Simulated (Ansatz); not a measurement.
ZnS (wurtzite), relaxed with r2SCAN in the PAW code Ansatz: the symmetry is P6_3mc (No. 186, hexagonal); a = 3.805 Å, c = 6.244 Å in the conventional setting, 19.58 Å³ an atom. Zn has 4 S at 2.33–2.34 Å; S has 4 Zn at 2.33–2.34 Å. It was then strained (epitaxial in the xy plane), atoms relaxed again within the symmetry left. Unstrained, HSE06 gives 3.444 eV (Γ, 6×6×4 mesh), and the band edges keep their places in every row. The normal direction was relaxed to zero stress. Stress is positive in compression. No spin polarisation and no zero-point or thermal motion.

Axes as in this cell:
```xyz
4
Lattice="3.8055 0.0000 0.0000 -1.9027 3.2956 0.0000 0.0000 0.0000 6.2440" Properties=species:S:1:pos:R:3 pbc="T T T"
Zn    0.0000    2.1971    0.0021
Zn    1.9027    1.0985    3.1241
S     0.0000    2.1971    2.3394
S     1.9027    1.0985    5.4614
```

```csv
strain (%),ε,"ΔE_g, HSE06 (eV)","Δσ_xx, r2SCAN (GPa)"
-4.0,-0.0400,-0.086,+7.14
-0.35,-0.0035,+0.003,+0.55
+0.5,+0.0050,-0.014,-0.81
+1.0,+0.0100,-0.031,-1.59
+3.0,+0.0300,-0.236,-4.37
+4.0,+0.0400,-0.338,-5.61
```

Q: Fit ΔE_g = a x + b x² to these rows by least squares, with x = ε.

A: The normal equations take Σx² = 4.237e-03, Σx³ = 2.808e-05, Σx⁴ = 5.941e-06, ΣxΔE = -1.755e-02 and Σx²ΔE = -8.942e-04, and give a = -3.25 eV, b = -135.2 eV; the largest residual is 0.017 eV.

Q: Fit the change of σ_xx in the same way.

A: Δσ_xx = -159.6 x + (475) x² GPa. The slope, 160 GPa, is the biaxial modulus of the film.

Q: Predict the withheld row at -2.0 % (x = -0.0200).

A: ΔE_g ≈ -3.25 × (-0.0200) + (-135.2) × (-0.0200)² = +0.011 eV, and Δσ_xx ≈ +3.38 GPa. The runs give 0.000 eV and +3.38 GPa, off by -0.011 eV and 0.00 GPa.
